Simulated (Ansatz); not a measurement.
## Compressing HfO$_{2}$: a fit and a missing row

HfO$_{2}$, P4_2/mnm, a = 4.838 Å, c = 3.220 Å. This isn't the usual stable structure of the compound. Ansatz: r2SCAN, PAW, 500 eV, Γ-centred 6×6×8 mesh on 6 atoms, Gaussian smearing 0.02 eV; no spin polarisation. Shape and atoms are relaxed at each volume; pressure is positive in compression.

| V (Å³/atom) | P (GPa) |
| --- | --- |
| 11.056 | ? |
| 11.433 | 25.86 |
| 11.810 | 15.84 |
| 12.187 | 7.29 |
| 12.564 | 0.00 |
| 12.941 | -6.21 |
| 13.318 | -11.42 |
| 13.820 | -17.06 |

Question: Take V0 = 12.564 Å³/atom, fit the third-order Birch–Murnaghan form to the other rows, and predict the missing pressure.

Answer: With the Eulerian strain f = ½[(V0/V)^(2/3) − 1] and y = P/[3f(1 + 2f)^(5/2)], the form is the line y = B0 + 1.5 B0 (B0′ − 4) f. Rows (f, y): 0.03245, 227.0; 0.02106, 226.1; 0.01026, 225.1; -0.00976, 222.8; -0.01905, 220.2; -0.03077, 216.6. Means f = 0.0006983, y = 222.97; Σ(Δf)² = 0.003004, ΣΔfΔy = 0.4690; the slope is their ratio. y = 222.9 + 156.1 f GPa, so B0 = 222.9 GPa and B0′ = 4 + 2 × (156.1)/(3 × 222.9) = 4.47. At V = 11.056, f = 0.04449, y = 229.84 and P = 37.96 GPa. The run gave 37.58 GPa, so the fit is 0.38 GPa too high, a small miss on the scale of the series.

Spin–orbit coupling is left out, which can shift energies with elements as heavy as these.